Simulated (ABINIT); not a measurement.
The system is LiCl.

```
CELL_PARAMETERS angstrom
0.00000 2.56477 2.56477
2.56477 0.00000 2.56477
2.56477 2.56477 0.00000
ATOMIC_POSITIONS crystal
Cl 0.50000 0.50000 0.50000
Li 0.00000 0.00000 0.00000
```

Base run:

| Quantity | Value |
| --- | --- |
| Program | ABINIT 10.8.3 (patched build) |
| Functional | PBEsol |
| Potentials or basis | PseudoDojo NC SR PBEsol v0.4 stringent |
| Cutoff | 1306 eV |
| k mesh | 9 × 9 × 9 |
| Occupations | fermi-dirac, width 0.05 eV |
| Spin | no spin polarisation |

Its results: band gap on the k mesh 6.13 eV, direct; pressure -1.3 GPa.

Task: The run is repeated on the same cell with these changes: functional from PBEsol to PBE; potentials or basis from PseudoDojo NC SR PBEsol v0.4 stringent to PseudoDojo NC SR PBE v0.4.1 standard; cutoff from 1306 eV to 1007 eV. What comes out?

Result: Band gap on the k mesh 6.33 eV, direct; pressure 0.4 GPa.
